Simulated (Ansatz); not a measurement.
GaAs:

```xyz
2
Lattice="0.0000 2.8268 2.8268 2.8268 0.0000 2.8268 2.8268 2.8268 0.0000" Properties=species:S:1:pos:R:3 pbc="T T T"
As    4.2403    4.2403    4.2403
Ga    0.0000    0.0000    0.0000
```

Program: Ansatz 0.2.0. Alike in all runs: task band structure; potentials or basis Ansatz PAW; cell as given; smearing fermi-dirac 0.05 eV.

Task: Order these runs on this cell by their band gap on the k mesh, lowest first.
A. level PBEsol; spin SOC, no magnetisation; k mesh 6 × 6 × 6; cutoff (eV) 420
B. level RPBE; spin off; k mesh 8 × 8 × 8; cutoff (eV) 420
C. level r2SCAN; spin off; k mesh 8 × 8 × 8; cutoff (eV) 500

Result: A (0.33 eV), B (0.64 eV), C (1.02 eV).

Runs at the PBE level aren't shown here.
